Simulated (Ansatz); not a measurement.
## Cu at several levels of theory

One geometry, relaxed with PBE, and single points on it; plane waves with PAW potentials in Ansatz, scalar-relativistic unless the row names spin-orbit coupling. No spin polarisation. Meshes are on the primitive cell of 4 atoms. Gaps are the least over mesh and band path; pressure is positive in compression. Smearing is Gaussian, 0.10 eV.

```yaml
crystal:
  lattice:
    - [2.56704, 0.00000, 0.00000]
    - [-1.28352, 2.22312, 0.00000]
    - [0.00000, 0.00000, 8.38656]
  atoms:
    - { symbol: Cu, position: [0.00000, 0.00000, 0.00000] }
    - { symbol: Cu, position: [0.33333, 0.66667, 0.25000] }
    - { symbol: Cu, position: [0.00000, 0.00000, 0.50000] }
    - { symbol: Cu, position: [0.66667, 0.33333, 0.75000] }
```

```csv
level,cutoff (eV),k mesh,gap (eV),pressure (GPa),rough cost with bands (core-min)
PBE,420,18×18×6,0,0.0,1.3
```

**Question.** What do r2SCAN, LDA give on the same cell?

**Answer.**
```
 level cutoff (eV) k mesh gap (eV) pressure (GPa) rough cost with bands (core-min)
r2SCAN          500  18×18×6         0            -6.4                               2.3
   LDA          420  18×18×6         0           -14.0                               1.3
```

This form isn't the element's structure at ambient conditions.